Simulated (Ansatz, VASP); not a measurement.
**Cross-check of AlN between VASP and Ansatz**

One calculation is typed for both programs; each brings its own data sets and cutoff. How far apart do they land?

Program: Ansatz 0.2.0. Level of theory: plane waves, with VASP 6.6.1 beside it; band structure at HSE03 and band structure at r2SCANh with an exact-exchange share of 0.1. Results are calculated unless marked as measured.

### 1. The starting structure

It takes space group P6_3mc (No. 186, hexagonal). The conventional cell has a = 3.110 Å, b = 3.110 Å, c = 4.980 Å, α = 90.00°, β = 90.00°, γ = 120.00°. Nearest to Al lie 4 N at 1.89 to 1.90 Å. Nearest to N lie 4 Al at 1.89 to 1.90 Å. Farther neighbours and most contacts between anions are not listed.

### 2. VASP: band structure, HSE03

Levels along a path test the potential and the projectors away from the mesh points.

Lines of VASP's logs that name or quote its potential files are left out, and so is its time.

The run reads the wave functions of an earlier VASP run, which isn't shown here.

File INCAR:

```
SYSTEM = AlN
PREC = Accurate
ENCUT = 520
EDIFF = 1E-06
NELM = 100
ISMEAR = 0
SIGMA = 0.02
LREAL = .FALSE.
ALGO = Normal
LHFCALC = .TRUE.
AEXX = 0.25
GGA = PE
HFSCREEN = 0.3
LASPH = .TRUE.
NBANDS = 14
PRECFOCK = Fast
LORBIT = 11
LWAVE = .FALSE.
LCHARG = .FALSE.
KPAR = 8
```

File POSCAR:

```
AlN
1.0
    3.1100000000      0.0000000000      0.0000000000
   -1.5550000000      2.6933390058      0.0000000000
    0.0000000000      0.0000000000      4.9800000000
Al N
2 2
Direct
    0.6666666667      0.3333333333      0.0000000000
    0.3333333333      0.6666666667      0.5000000000
    0.6666666667      0.3333333333      0.3820000000
    0.3333333333      0.6666666667      0.8820000000
```

File KPOINTS:

```
Automatic mesh
0
Gamma
5 5 3
0 0 0
```

File KPOINTS_OPT:

```
Line mode
6
Line-mode
Reciprocal
  0.00000000   0.00000000   0.00000000 GAMMA
  0.50000000   0.00000000   0.00000000 M

  0.50000000   0.00000000   0.00000000 M
  0.33333333   0.33333333   0.00000000 K

  0.33333333   0.33333333   0.00000000 K
  0.00000000   0.00000000   0.00000000 GAMMA

  0.00000000   0.00000000   0.00000000 GAMMA
  0.00000000   0.00000000   0.50000000 A

  0.00000000   0.00000000   0.50000000 A
  0.50000000   0.00000000   0.50000000 L

  0.50000000   0.00000000   0.50000000 L
  0.33333333   0.33333333   0.50000000 H

  0.33333333   0.33333333   0.50000000 H
  0.00000000   0.00000000   0.50000000 A

  0.50000000   0.00000000   0.50000000 L
  0.50000000   0.00000000   0.00000000 M

  0.33333333   0.33333333   0.00000000 K
  0.33333333   0.33333333   0.50000000 H
```

PAW data sets: Al and N (PBE family, release 64).

Started as:

```console
mpirun -np 8 vasp_std
```

Numbers of over 12 decimals in the logs are rounded to 6 here.

Log:

```text
[banner, memory and clock lines left out]
running    8 mpi-ranks, on    1 nodes
 distrk:  each k-point on    1 cores,    8 groups
 distr:  one band on    1 cores,    1 groups

 POSCAR found type information on POSCAR AlN
 POSCAR found :  2 types and       4 ions
|                                                                             |
|           W    W    AA    RRRRR   N    N  II  N    N   GGGG   !!!           |
|           W    W   A  A   R    R  NN   N  II  NN   N  G    G  !!!           |
|           W    W  A    A  R    R  N N  N  II  N N  N  G       !!!           |
|           W WW W  AAAAAA  RRRRR   N  N N  II  N  N N  G  GGG   !            |
|           WW  WW  A    A  R   R   N   NN  II  N   NN  G    G                |
|           W    W  A    A  R    R  N    N  II  N    N   GGGG   !!!           |
|                                                                             |
|     For optimal performance we recommend to set                             |
|       NCORE = 2 up to number-of-cores-per-socket                            |
|     NCORE specifies how many cores store one orbital (NPAR=cpu/NCORE).      |
|     This setting can greatly improve the performance of VASP for DFT.       |
|     The default, NCORE=1 might be grossly inefficient on modern             |
|     multi-core architectures or massively parallel machines. Do your        |
|     Unfortunately you need to use the default for GW and RPA                |
|     calculations (for HF NCORE is supported but not extensively tested      |
|     yet).                                                                   |
|                                                                             |

 LDA part: xc-table for (Slater+PW92), standard interpolation
 found WAVECAR, reading the header
 POSCAR, INCAR and KPOINTS ok, starting setup
 FFT: planning ... GRIDC
 FFT: planning ... GRID_SOFT
 FFT: planning ... GRID
 reading WAVECAR
 the WAVECAR file was read successfully
 initial charge from wavefunction
 entering main loop
       N       E                     dE             d eps       ncg     rms          rms(c)
DAV:   1    -0.341615013627E+02   -0.34162E+02   -0.86769E-01   406   0.661E+00    0.119E+01
DAV:   2    -0.341654961673E+02   -0.39948E-02   -0.10963E-02   352   0.851E-01    0.756E+00
DAV:   3    -0.341642487667E+02    0.12474E-02   -0.28169E-04   352   0.154E-01    0.446E+00
DAV:   4    -0.341638115086E+02    0.43726E-03   -0.13459E-04   358   0.806E-02    0.254E+00
DAV:   5    -0.341636750003E+02    0.13651E-03   -0.37661E-05   404   0.452E-02    0.143E+00
DAV:   6    -0.341636283540E+02    0.46646E-04   -0.10329E-05   424   0.280E-02    0.809E-01
DAV:   7    -0.341636131675E+02    0.15187E-04   -0.40611E-06   370   0.182E-02    0.458E-01
DAV:   8    -0.341636084721E+02    0.46954E-05   -0.11875E-06   272   0.103E-02    0.266E-01
DAV:   9    -0.341636071119E+02    0.13602E-05   -0.79560E-07   242   0.782E-03    0.146E-01
DAV:  10    -0.341636067933E+02    0.31865E-06   -0.24933E-07   242   0.445E-03
   1 F= -.34163607E+02 E0= -.34163607E+02  d E =-.586203E-20
 Start KPOINTS_OPT (optional k-point list driver)
k-point batch [1-10\54]
       N       E                     dE             ncg
DAV:   1     0.767007950277E+03   -0.37842E+04      280
DAV:   2     0.223887790625E+02   -0.74462E+03      356
DAV:   3    -0.435145447940E+02   -0.65903E+02      364
DAV:   4    -0.445905950311E+02   -0.10761E+01      370
DAV:   5    -0.446023803846E+02   -0.11785E-01      396
DAV:   6    -0.446025873584E+02   -0.20697E-03      362
DAV:   7    -0.446025924371E+02   -0.50787E-05      316
DAV:   8    -0.446025925939E+02   -0.15687E-06      266
[...]
k-point batch [51-54\54]
       N       E                     dE             ncg
DAV:   1     0.420009000111E+04   -0.25604E+04      112
DAV:   2     0.395927782909E+04   -0.24081E+03      144
DAV:   3     0.393940339548E+04   -0.19874E+02      148
DAV:   4     0.393904900791E+04   -0.35439E+00      160
DAV:   5     0.393904509323E+04   -0.39147E-02      160
DAV:   6     0.393904502717E+04   -0.66064E-04      144
DAV:   7     0.393904502560E+04   -0.15726E-05      128
DAV:   8     0.393904502555E+04   -0.47081E-07      104
```

From OUTCAR (step 2):

```text
ion  position               nearest neighbor table
   1  0.667  0.333  0.000-   4 1.89   4 1.89   4 1.89   3 1.90   2 3.07   2 3.07   2 3.07   2 3.07
                             2 3.07   2 3.07
   2  0.333  0.667  0.500-   3 1.89   3 1.89   3 1.89   4 1.90   1 3.07   1 3.07   1 3.07   1 3.07
                             1 3.07   1 3.07
   3  0.667  0.333  0.382-   2 1.89   2 1.89   2 1.89   1 1.90
   4  0.333  0.667  0.882-   1 1.89   1 1.89   1 1.89   2 1.90

  LATTYP: Found a hexagonal cell.
 ALAT       =     3.1100000000
 C/A-ratio  =     1.6012861736

 Subroutine GETGRP returns: Found 12 space group operations
 (whereof  6 operations were pure point group operations)

The static configuration has the point symmetry C_3v.
 The point group associated with its full space group is C_6v.

 Found     10 irreducible k-points:

   k-points           NKPTS =     10   k-points in BZ     NKDIM =     75   number of bands    NBANDS=     14

   dimension x,y,z NGX =    24 NGY =   24 NGZ =   40
   dimension x,y,z NGXF=    48 NGYF=   48 NGZF=   80

   ENCUT  =  520.0 eV  38.22 Ry    6.18 a.u.   5.78  5.78  9.26*2*pi/ulx,y,z

   NELECT =      16.0000    total number of electrons

 k-points in reciprocal lattice and weights: Automatic mesh
   0.00000000  0.00000000  0.00000000       0.013
   0.20000000 -0.00000000  0.00000000       0.080
   0.40000000 -0.00000000  0.00000000       0.080
   0.20000000  0.20000000  0.00000000       0.080
   0.40000000  0.20000000  0.00000000       0.080
   0.00000000  0.00000000  0.33333333       0.027
   0.20000000 -0.00000000  0.33333333       0.160
   0.40000000 -0.00000000  0.33333333       0.160
   0.20000000  0.20000000  0.33333333       0.160
   0.40000000  0.20000000  0.33333333       0.160

  exchange ACFDT corr.  =         0.00000000  see jH, gK, PRB 81, 115126

 average (electrostatic) potential at core
       1 -67.8777       2 -67.8777       3 -55.0596       4 -55.0596

 E-fermi :   5.5317

 k-point     1 :       0.0000    0.0000    0.0000
  band No.  band energies     occupation
    ...
      4       4.4479      2.00000
      5       4.4479      2.00000
      6       5.1664      2.00000
      7       5.1664      2.00000
      8       5.4088      2.00000
      9      10.7427      0.00000
     10      13.2860      0.00000
     11      17.5975      0.00000
     12      17.9020      0.00000
     13      17.9020      0.00000
    ...

 k-point     2 :       0.2000   -0.0000    0.0000
  band No.  band energies     occupation
    ...
      4       2.4486      2.00000
      5       3.3970      2.00000
      6       3.8873      2.00000
      7       5.0269      2.00000
      8       5.1234      2.00000
      9      12.4041      0.00000
     10      14.4848      0.00000
     11      15.4230      0.00000
     12      16.5233      0.00000
     13      18.7718      0.00000
    ...

 k-point     3 :       0.4000   -0.0000    0.0000
  band No.  band energies     occupation
    ...
      4       1.1836      2.00000
      5       1.3112      2.00000
      6       3.2136      2.00000
      7       4.0045      2.00000
      8       4.6956      2.00000
      9      12.5304      0.00000
     10      12.6828      0.00000
     11      14.8069      0.00000
     12      17.1610      0.00000
     13      17.8218      0.00000
    ...

  energy-cutoff  :      520.00
  volume of cell :       41.71
      direct lattice vectors                 reciprocal lattice vectors
     3.110000000  0.000000000  0.000000000     0.321543408  0.185643173  0.000000000
    -1.555000000  2.693339006  0.000000000     0.000000000  0.371286347  0.000000000
     0.000000000  0.000000000  4.980000000     0.000000000  0.000000000  0.200803213

 POSITION                                       TOTAL-FORCE (eV/Angst)
 -----------------------------------------------------------------------------------
      1.55500      0.89778      0.00000        -0.000000     -0.000000      0.008826
     -0.00000      1.79556      2.49000         0.000000      0.000000      0.008826
      1.55500      0.89778      1.90236         0.000000      0.000000     -0.008826
     -0.00000      1.79556      4.39236         0.000000     -0.000000     -0.008826
 -----------------------------------------------------------------------------------
    total drift:                                0.000000      0.000000      0.000240

  FREE ENERGIE OF THE ION-ELECTRON SYSTEM (eV)
  ---------------------------------------------------
  free  energy   TOTEN  =       -34.1636067933 eV

  energy  without entropy=      -34.1636067933  energy(sigma->0) =      -34.16360679

 total charge
# of ion       s       p       d       tot
------------------------------------------
    1        0.417   0.456   0.000   0.873
    2        0.417   0.456   0.000   0.873
    3        1.223   2.653   0.000   3.877
    4        1.223   2.653   0.000   3.877
--------------------------------------------------
tot          3.280   6.219   0.000   9.500

[... 3 further parts left out ...]
```

(Part 1 of 3 ends here.)

[Lines on the potential files, build, host, timing and source positions are cut from VASP's logs without a mark.]

[Logs are printed without paths, hosts, clocks, repeated set-up lines and the standing remarks that a program may print on its own settings, such as how far it seeks lower states.]

[Hosts, paths, dates, database ids (printed as entryN), source tags and the programs' standing remarks are cut or masked in the printed files.]
